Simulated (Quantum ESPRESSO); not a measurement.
**TaN under changes of volume**

One of the cells (10.813 Å³/atom); the others are scaled copies at fixed shape and fractional positions:

```
Ta N
1.0
     0.00000    2.21132    2.21132
     2.21132    0.00000    2.21132
     2.21132    2.21132    0.00000
Ta N
1 1
Direct
  0.50000 0.50000 0.50000
  0.00000 0.00000 0.00000
```

The cell comes from a database or a generator and needn't be the stable form of this composition.

| Quantity | Value |
| --- | --- |
| Program | Quantum ESPRESSO 7.5 |
| Functional | LDA |
| Potentials or basis | GBRV 1.5 LDA |
| Cutoff | 762 eV |
| Density cutoff | 6095 eV |
| k mesh | 10 × 10 × 10 |
| Occupations | fermi-dirac, width 0.05 eV |
| Spin | no spin polarisation |

| volume (Å³/atom) | energy over the lowest point (meV/atom) | pressure (GPa) |
| --- | --- | --- |
| 10.164 | 0.75 | 4.5 |
| 10.381 | 0.00 | -3.5 |
| 10.597 | 9.42 | -10.6 |
| 10.813 | ? | ? |
| 11.030 | 54.55 | -22.6 |
| 11.246 | 88.38 | -27.7 |
| 11.462 | 128.63 | -32.2 |

What does the run at 10.813 Å³/atom give?

Energy over the lowest point 27.94 meV/atom; pressure -17.0 GPa.

Worked out: A Birch-Murnaghan fit of order 3 (a polynomial in V^(-2/3)) to the other rows has its minimum at 10.29 Å³/atom with B0 = V·E''(V) = 375 GPa and B' = 4.4. It gives 27.87 meV/atom at 10.813 Å³/atom, against the run's 27.94, and -dE/dV = -16.8 GPa, against -17.0.

Energies are extrapolated to zero smearing.

Caveats: the cell as given lies far from equilibrium (some runs).
